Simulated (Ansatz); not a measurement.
**WC (Qusongite) in Ansatz: convergence with ecutfock ratio**

Input of the first run (ecutfock ratio 1); the others differ in this setting and in those tied to it:

File input.yaml:

```yaml
crystal:
  lattice:
    - [2.9065, 0.0, 0.0]
    - [-1.45325, 2.5171028361, 0.0]
    - [0.0, 0.0, 2.8366]
  atoms:
    - { symbol: W, position: [0.0, 0.0, 0.0] }
    - { symbol: C, position: [0.6666666667, 0.3333333333, 0.5] }
hamiltonian:
  xc: pbe0
  pseudopotentials: { kind: paw }
kpoints:
  mp_grid: { grid: [5, 5, 5] }
scf:
  occupations: { method: fermi_dirac, width: 0.1 }
  exx: { ecutfock_ratio: 1 }
output:
  forces: true
  stress: true
  eigenvalues: true
```

Potentials or basis: Ansatz PAW.

Command:

```bash
$ ansatz run input.yaml --threads 2 --pin off --max-ram 5632MiB --backend cpu --events-out ev --progress --plain --runs-dir out
```

Hardware: 2 threads of Intel(R) Xeon(R) Processor @ 2.50GHz (Skylake/Cascade Lake), with other jobs on the host.

| ecutfock ratio | energy less the tightest run, at zero smearing (meV/atom) | SCF cycles | CPU time (s) | peak memory (GiB) |
| --- | --- | --- | --- | --- |
| 1 | 0.24 | 18 | 25 | 0.52 |
| 2 | 0.01 | 18 | 29 | 0.57 |
| 3 | 0.00 | 18 | 30 | 0.59 |
| 4 | 0.00 | 18 | 28 | 0.61 |

Against the tightest run, the energy stays within 1 meV/atom from 1 on. The tightest run that finished is the yardstick and may itself not be fully converged.

Caveat, for the tightest run too: the k mesh is coarse (spacing up to 0.50 Å⁻¹), so the values aren't converged, least of all with exact exchange. The run has no spin-orbit coupling, so splittings on W are missing.
